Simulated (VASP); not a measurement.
# KCl: restarted molecular dynamics, 2 variants

KCl, Fm-3m (no. 225), 8 atoms in the cell. PBE, molecular dynamics; PAW potentials K_pv, Cl (PBE set).

| Restart from | Temperature at the end (K) | The same without a restart (K) | Potential energy at the end (eV/atom) | The same without a restart (eV/atom) | Electronic steps in the first step after the restart | Time (s) |
|---|---|---|---|---|---|---|
| CONTCAR with velocities, WAVECAR read | 1163.0 | 1163.0 | -3.19223 | -3.19223 | 4 | 389 |
| CONTCAR with velocities, no WAVECAR | 1163.0 | 1163.0 | -3.19223 | -3.19223 | 14 | 385 |

Limits: 120 fs of 8 atoms are too short for converged averages.

## Input of the first row

INCAR.step1:
```
ALGO = Normal
EDIFF = 1E-6
ENCUT = 260
GGA = PE
IBRION = 0
ISIF = 2
ISMEAR = 0
ISYM = 0
KPAR = 2
LASPH = T
LCHARG = F
LREAL = Auto
LWAVE = T
MDALGO = 4
NELM = 60
NELMIN = 4
NHC_NCHAINS = 3
NHC_PERIOD = 30
NSW = 30
POTIM = 2.0
PREC = Normal
RANDOM_SEED = 308590 0 0
SIGMA = 0.05
TEBEG = 1600
```

INCAR.step2, as INCAR.step1 but for:
```
- LWAVE = T
+ LWAVE = F
```

KPOINTS:
```
k-points
0
Monkhorst-Pack
  2 2 2
```

POSCAR.step1:
```
KCl
1.0
    6.2929400000      0.0000000000      0.0000000000
    0.0000000000      6.2929400000      0.0000000000
    0.0000000000      0.0000000000      6.2929400000
K Cl
4 4
Direct
    0.0000000000      0.0000000000      0.0000000000
    0.0000000000      0.5000000000      0.5000000000
    0.5000000000      0.0000000000      0.5000000000
    0.5000000000      0.5000000000      0.0000000000
    0.5000000000      0.0000000000      0.0000000000
    0.5000000000      0.5000000000      0.5000000000
    0.0000000000      0.0000000000      0.5000000000
    0.0000000000      0.5000000000      0.0000000000
```

Commands (each step's output is kept before the next begins):
```
cat potpaw_PBE.64/K_pv/POTCAR potpaw_PBE.64/Cl/POTCAR > POTCAR
cp INCAR.step1 INCAR
cp POSCAR.step1 POSCAR
mpirun -np 2 vasp_std > vasp.out
cp CONTCAR POSCAR
cp INCAR.step2 INCAR
mpirun -np 2 vasp_std > vasp.out
```

Changes of the last row against the first:
```
(step 1)
- LWAVE = True
+ LWAVE = False
```

VASP 6.6.1 took 389 s on 2 cores (AMD EPYC 7R43 (Zen 3)), a shared host.
